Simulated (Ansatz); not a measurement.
Crystal: CaO.

```
CELL_PARAMETERS angstrom
0.00000 2.40356 2.40356
2.40356 0.00000 2.40356
2.40356 2.40356 0.00000
ATOMIC_POSITIONS crystal
Ca 0.00000 0.00000 0.00000
O 0.50000 0.50000 0.50000
```

The cell is a database's computed one.

Base run:

| Item | Value |
| --- | --- |
| Program | Ansatz 0.2.0 |
| Functional | RPBE |
| Potentials or basis | all-electron LAPW, scalar-relativistic |
| Cutoff | 246 eV |
| Density cutoff | 984 eV |
| Basis error allowed | 0.001 eV/atom |
| k mesh | 10 × 10 × 10 |
| Occupations | fermi-dirac, width 0.05 eV |
| Spin | no spin polarisation |

Its results: band gap on the k mesh 3.76 eV, indirect (least direct gap 4.13 eV); pressure 5.4 GPa.

The run is repeated on the same cell with these changes: functional from RPBE to BLYP. What comes out?

Band gap on the k mesh 3.75 eV, indirect (least direct gap 4.12 eV); pressure 4.3 GPa.

Not every run made on this cell is shown here.
